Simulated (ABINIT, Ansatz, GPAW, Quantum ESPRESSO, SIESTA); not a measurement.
## ZrC: 5 runs at one level of theory

```
Zr C
1.0
     3.39148    0.00000    0.00000
    -1.69574    2.93710    0.00000
     0.00000    0.00000    5.29005
Zr C
2 2
Direct
  0.65650 0.33618 0.74578
  0.35343 0.68148 0.25339
  0.98932 0.99143 0.50103
  0.00190 0.99084 0.99757
```

The cell comes from a database or a generator and needn't be the stable form of this composition.

Atoms were shifted at random by some hundredths of an Å from the given cell, which wasn't relaxed again for these runs.

Alike in all runs: task single point; functional PBEsol; k mesh 9 × 9 × 5; occupations fermi-dirac, width 0.05 eV; no spin polarisation; no spin-orbit coupling. Pressure is positive in compression and, in plane waves, holds the error of the finite cutoff.

| program and potentials | plane-wave cutoff (eV) | notes | pressure (GPa) | largest force (eV/Å) | energy over the undisturbed cell (meV/atom) |
| --- | --- | --- | --- | --- | --- |
| Ansatz, all-electron LAPW, scalar-relativistic | - | - | -7.13 | 1.265 | - |
| ABINIT, PseudoDojo NC SR PBEsol v0.4.1 standard | 1116 | - | -6.96 | 1.271 | - |
| GPAW, PAW data sets generated for this functional | 800 | - | -8.06 | 1.260 | 19.91 |
| SIESTA, files PseudoDojo sr-pbesol-0.4.1-standard, DZP (energy shift 0.003 Ry; two zetas on semicore shells) | - | atomic basis | -5.05 | 1.334 | 21.04 |
| Quantum ESPRESSO, GBRV 1.5 PBEsol | 612 | - | -7.30 | 1.265 | 20.00 |

Force on atom 2 (Zr), eV/Å:

| program and potentials | x | y | z |
| --- | --- | --- | --- |
| Ansatz, all-electron LAPW, scalar-relativistic | -0.615 | -0.922 | -0.609 |
| ABINIT, PseudoDojo NC SR PBEsol v0.4.1 standard | -0.618 | -0.927 | -0.611 |
| GPAW, PAW data sets generated for this functional | -0.613 | -0.920 | -0.606 |
| SIESTA, files PseudoDojo sr-pbesol-0.4.1-standard, DZP (energy shift 0.003 Ry; two zetas on semicore shells) | -0.651 | -0.973 | -0.641 |
| Quantum ESPRESSO, GBRV 1.5 PBEsol | -0.615 | -0.923 | -0.609 |

The pressure spans -8.06 (GPAW, PAW data sets generated for this functional) to -5.05 GPa (SIESTA, files PseudoDojo sr-pbesol-0.4.1-standard, DZP (energy shift 0.003 Ry; two zetas on semicore shells)), with all-electron results at -7.13. The pressure on the cell as given of SIESTA, files PseudoDojo sr-pbesol-0.4.1-standard, DZP (energy shift 0.003 Ry; two zetas on semicore shells) lies far from the others; the cause wasn't traced. Rows in atomic bases carry the error of their basis and grid, which can be large.

Differences between rows come from potentials, basis sets and numerical settings, since the functional is the same but for its coding. Runs on potential files found faulty are left out.
